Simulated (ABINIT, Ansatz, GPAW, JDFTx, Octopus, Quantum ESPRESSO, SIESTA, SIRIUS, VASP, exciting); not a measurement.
## One calculation of P, 11 ways

```
P
1.0
     1.64774   -5.46504    0.00000
     1.64774    5.46504    0.00000
     0.00000    0.00000    4.54364
P
4
Direct
  0.90414 0.09586 0.58882
  0.09586 0.90414 0.41118
  0.59586 0.40414 0.08882
  0.40414 0.59586 0.91118
```

Alike in all runs: task single point; functional PBEsol; k mesh 8 × 8 × 6; occupations fermi-dirac, width 0.05 eV; no spin polarisation; no spin-orbit coupling. Pressure is positive in compression and, in plane waves, holds the error of the finite cutoff.

| program and potentials | plane-wave cutoff (eV) | notes | band gap (eV) | pressure (GPa) | largest force (eV/Å) |
| --- | --- | --- | --- | --- | --- |
| SIRIUS, PseudoDojo 0.4.1 PBEsol standard (scalar relativistic) | 611 | - | 0.01 | -0.64 | 0.297 |
| GPAW, PAW data sets generated for this functional | 600 | - | 0.01 | -0.31 | 0.338 |
| VASP, PBE PAW files P, 520 eV | 520 | potentials made for PBE | 0.02 | -0.71 | 0.277 |
| exciting, all-electron LAPW+lo, shipped species files, valence relativity iora* | - | - | 0.01 | - | 0.327 |
| SIRIUS, all-electron FP-LAPW, apw+lo standard | - | - | 0.01 | - | 0.294 |
| JDFTx, PseudoDojo-SR-PBEsol-0.4.1-standard with smoothed tails | 599 | - | 0.01 | -0.64 | 0.297 |
| SIESTA, files PseudoDojo sr-pbesol-0.4.1-standard, DZP (energy shift 0.003 Ry) | - | atomic basis | 0.05 | 0.87 | 0.562 |
| ABINIT, PseudoDojo NC SR PBEsol v0.4.1 standard | 599 | - | 0.01 | -0.64 | 0.297 |
| Octopus, pseudodojo_pbesol (PseudoDojo 0.4, PBEsol) | - | - | 0.01 | - | 0.303 |
| Ansatz, all-electron LAPW, scalar-relativistic | - | - | 0.01 | -0.58 | 0.294 |
| Quantum ESPRESSO, GBRV 1.5 PBEsol | 612 | - | 0.01 | -0.62 | 0.296 |

Force on atom 3 (P), eV/Å:

```tsv
program and potentials	x	y	z
SIRIUS, PseudoDojo 0.4.1 PBEsol standard (scalar relativistic)	0.000	-0.116	-0.273
GPAW, PAW data sets generated for this functional	0.000	-0.147	-0.304
VASP, PBE PAW files P, 520 eV	0.000	-0.101	-0.258
exciting, all-electron LAPW+lo, shipped species files, valence relativity iora*	0.000	-0.142	-0.295
SIRIUS, all-electron FP-LAPW, apw+lo standard	0.000	-0.116	-0.270
JDFTx, PseudoDojo-SR-PBEsol-0.4.1-standard with smoothed tails	0.000	-0.116	-0.273
SIESTA, files PseudoDojo sr-pbesol-0.4.1-standard, DZP (energy shift 0.003 Ry)	0.000	-0.287	-0.483
ABINIT, PseudoDojo NC SR PBEsol v0.4.1 standard	0.000	-0.116	-0.273
Octopus, pseudodojo_pbesol (PseudoDojo 0.4, PBEsol)	0.000	-0.121	-0.277
Ansatz, all-electron LAPW, scalar-relativistic	0.000	-0.116	-0.271
Quantum ESPRESSO, GBRV 1.5 PBEsol	0.000	-0.116	-0.273
```

The band gap spans 0.01 (Octopus, pseudodojo_pbesol (PseudoDojo 0.4, PBEsol)) to 0.05 eV (SIESTA, files PseudoDojo sr-pbesol-0.4.1-standard, DZP (energy shift 0.003 Ry)), with all-electron results at 0.01. The pressure spans -0.71 (VASP, PBE PAW files P, 520 eV) to 0.87 GPa (SIESTA, files PseudoDojo sr-pbesol-0.4.1-standard, DZP (energy shift 0.003 Ry)), with all-electron results at -0.58. Rows in atomic bases carry the error of their basis and grid, which can be large.

Differences between rows come from potentials, basis sets and numerical settings, since the functional is the same but for its coding. Runs on potential files found faulty are left out.
